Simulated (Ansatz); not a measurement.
The system is Lu.

```xyz
2
Lattice="3.5031 0.0000 0.0000 -1.7515 3.0338 0.0000 0.0000 0.0000 5.5509" Properties=species:S:1:pos:R:3 pbc="T T T"
Lu    1.7516    1.0113    4.1632
Lu    0.0000    2.0225    1.3877
```

Program: Ansatz 0.2.0. Alike in all runs: task projected density of states; potentials or basis Ansatz PAW; no spin polarisation; cell as given; k mesh 5 × 5 × 3; cutoff (eV) 420; smearing fermi-dirac 0.05 eV; the mesh is coarse, so values aren't converged.

Q: Order these runs on this cell by their pressure, lowest first.
A. level LDA
B. level PBEsol
C. level HSE06
D. level BLYP

A: A (-5.3 GPa), B (-2.8 GPa), D (0.7 GPa), C (2.4 GPa).

Caveats: all runs use coarse meshes; the PAW data sets come from PBE, with cores solved anew for the run's functional, which leaves a small shift of forces and pressure; the density of states is complete only up to the lowest level of the last band computed; the thresholds are loose for stress (some runs).
